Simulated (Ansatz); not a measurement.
Crystal: MgS (Niningerite).

```xyz
2
Lattice="0.0000 2.6016 2.6016 2.6016 0.0000 2.6016 2.6016 2.6016 0.0000" Properties=species:S:1:pos:R:3 pbc="T T T"
S     2.5681    2.6033    2.5559
Mg   -0.0124   -0.0014    0.0151
```

The cell isn't the ideal one: atoms moved at random, drawn with an rms of 0.05 Å.

- Program: Ansatz 0.2.0
- Task: relaxation of the atoms
- Functional: rPW86-PBE
- Potentials or basis: Ansatz PAW
- Cutoff: 420 eV (not typed: the program's choice for these potentials)
- k mesh: 7 × 7 × 7
- Occupations: gaussian, width 0.02 eV
- Spin: collinear spin, random start
- Starting moments: [-0.34, 0.0] μB

At the start: volume 17.61 Å³/atom.

Task: Where does the relaxation end?

Result: Over 4 steps the energy falls by 2.7 meV/atom; space group Fm-3m (No. 225, to 0.05 Å); moment 0.00 μB per cell.

Step by step:
```
step  energy change (eV)  largest force (eV/Å)
   1              0.0000                0.1711
   2             -0.0028                0.1193
   3             -0.0055                0.0024
   4             -0.0055                0.0024
```

Final structure:
```
S Mg
1.0
     0.00000    2.60165    2.60165
     2.60165    0.00000    2.60165
     2.60165    2.60165    0.00000
S Mg
1 1
Cartesian
  2.5785 2.6018 2.5859
  -0.0228 0.0001 -0.0149
```

Caveat: the PAW data sets come from PBE, with cores solved anew for the run's functional, which leaves a small shift of forces and pressure; the starting moments weren't kept; the thresholds are loose for stress.
